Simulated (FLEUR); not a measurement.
Crystal: MgO.

```
CELL_PARAMETERS angstrom
0.00000 2.09700 2.09700
2.09700 0.00000 2.09700
2.09700 2.09700 0.00000
ATOMIC_POSITIONS crystal
Mg 0.00000 0.00000 0.00000
O 0.50000 0.50000 0.50000
```

The cell is a database's computed one.

Base run:

- Program: FLEUR MaX-R8.1 (later development tree)
- Functional: RPBE
- Potentials or basis: all-electron
- Basis: FLAPW
- Kmax: 4.97 1/bohr
- k mesh: 11 × 11 × 11
- Occupations: fermi-dirac, width 0.05 eV
- Spin: no spin polarisation

Its results: band gap on the k mesh 5.09 eV, direct.

**Question.** The run is repeated on the same cell with these changes: functional from RPBE to SCAN. What comes out?

**Answer.** Band gap on the k mesh 5.62 eV, direct.

SCAN gives the wider gap, since meta-GGAs in the generalised Kohn-Sham scheme recover part of the derivative discontinuity.

Caveats: the meta-GGA is that of a development version, with a GGA for the radial functions and cores and without core tails (some runs).

Not every run made on this cell is shown here.
